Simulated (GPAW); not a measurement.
Set up this calculation in GPAW 26.7.0, as an ASE script.

* Task: single point
* Functional: PBE
* Potentials or basis: GPAW PAW data sets (gpaw-data 1.2.1)
* Cutoff: 650 eV
* Basis: pw
* k mesh: 8 × 8 × 6
* Occupations: fermi-dirac, width 0.05 eV
* Spin: no spin polarisation
* Maxiter: 120
* Convergence: default

The structure of MgB2 lies in MgB2.xyz:

```xyz
3
Lattice="3.0850000000 0.0000000000 0.0000000000 -1.5425000000 2.6716883707 0.0000000000 0.0000000000 0.0000000000 3.5230000000" Properties=species:S:1:pos:R:3 pbc="T T T"
Mg     0.0000000000      0.0000000000      0.0000000000
B      1.5425000002      0.8905627901      1.7615000000
B     -0.0000000002      1.7811255806      1.7615000000
```

One way to write it, as run:

run.py

```python
from ase.dft.bandgap import bandgap
from ase.io import read, write
from ase.units import GPa
from gpaw import GPAW, PW

atoms = read('MgB2.xyz')

calc = GPAW(mode=PW(650),
            xc='PBE',
            kpts={'size': (8, 8, 6), 'gamma': True},
            occupations={'name': 'fermi-dirac', 'width': 0.05},
            nbands=17,
            maxiter=120,
            txt='gpaw.txt')
atoms.calc = calc
energy = atoms.get_potential_energy()
forces = atoms.get_forces()
stress = atoms.get_stress()
calc.write('gs.gpw')
write('result.traj', atoms)
print(f'Energy: {energy:.6f} eV')
print('Forces (eV/A):')
print(forces.round(4))
print('Stress (GPa):', (stress / GPa).round(3))
print('Fermi level:', round(calc.get_fermi_level(), 4), 'eV')
print(f'Gap: {bandgap(calc)[0]:.4f} eV, direct: {bandgap(calc, direct=True)[0]:.4f} eV')
```

Potentials or basis: GPAW PAW data sets (gpaw-data 1.2.1), pw.

Run with:

```sh
$ OMP_NUM_THREADS=1 python run.py
```

It gave:

```yaml
Pressure: -1.1 GPa
Band_gap_on_the_k_mesh: none (metal or under the smearing width)
```

Caveat: the cutoff is short for stress and forces, so pressures can be off by a GPa or more.

Wall time 10 s on 1 thread of Arm Neoverse V2, on a shared host, peak memory 0.15 GiB.
